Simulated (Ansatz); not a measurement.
Au (sc type) under strong compression

```xyz
1
Lattice="2.7478 0.0000 0.0000 0.0000 2.7478 0.0000 0.0000 0.0000 2.7478" Properties=species:S:1:pos:R:3 pbc="T T T"
Au    0.0000    0.0000    0.0000
```

The cell comes from a relaxation on PAW files under the same functional, begun from a prototype that needn't be the stable phase.

Its volume is scaled at fixed shape and fractional positions.

Computed with Ansatz 0.2.0; functional PBE, scalar-relativistic. Settings: a Γ-centred 14×14×14 k mesh, Fermi–Dirac smearing of 0.1 eV, no spin polarisation. Methods: LAPW: all electrons, basis error target 1 meV/atom; PAW: frozen-core files, cutoff 420 eV; crystal datasets: all electrons, by PAW datasets that the program makes for each cell; norm-conserving: pseudopotentials, cutoff 1034 eV; PAW (core large): files with a larger core, cutoff 420 eV.

Energies are extrapolated to zero smearing and count from the unscaled cell; pressure is positive in compression; gaps take the mesh and a band path. No temperature or zero-point motion is included.

Spin–orbit coupling is left out, which matters for the heavy atoms.

| V/V0 | V (Å³/atom) | P LAPW (GPa) | ΔE LAPW (eV/atom) | P PAW − LAPW (GPa) | ΔE PAW − LAPW (meV/atom) |
| --- | --- | --- | --- | --- | --- |
| 1.00 | 20.75 | -0.03 | 0.000 | 0.00 | 0.0 |
| 0.90 | 18.67 | ? | ? | ? | ? |
| 0.80 | 16.60 | 44.0 | 0.447 | -0.02 | 0.0 |
| 0.70 | 14.52 | 102.1 | 1.349 | -0.07 | -0.5 |
| 0.60 | 12.45 | 222.8 | 3.354 | -0.12 | -1.7 |
| 0.50 | 10.37 | 489.1 | 7.728 | -0.34 | -4.0 |
| 0.40 | 8.30 | 1135 | 17.594 | -1.62 | -14.5 |

Fit the Vinet equation to the LAPW pressures shown (residuals weighted by 1/(|P| + 0.03·Pmax)), and predict the pressure of the withheld row.

The fit gives V0 = 20.75 Å³/atom, B0 = 99.8 GPa and B0′ = 6.20. At 18.67 Å³/atom, x = (V/V0)^(1/3) = 0.9654, and P = 3·B0·(1 − x)/x²·exp[1.5·(B0′ − 1)·(1 − x)] = 14.56 GPa. The run itself gave 14.86 GPa (-2.0 % off) and ΔE = 0.086 eV/atom.

From the table, what is the rise of the enthalpy H = E + pV up to the last row, and how stiff is the crystal between the last two rows?

ΔH = 17.594 eV + (1135 GPa × 8.30 Å³ + 0.03 GPa × 20.75 Å³) × 0.006242 eV/(GPa·Å³) = 76.39 eV/atom, of which pV makes 77 %. The mean bulk modulus there is −ΔP/Δln V = 2890 GPa.

At the smallest volume, how far do crystal datasets and norm-conserving and PAW (core large) lie from LAPW in pressure?

crystal datasets: -0.01 GPa; norm-conserving: +3.93 GPa; PAW (core large): -12.31 GPa, on a LAPW pressure of 1135 GPa.
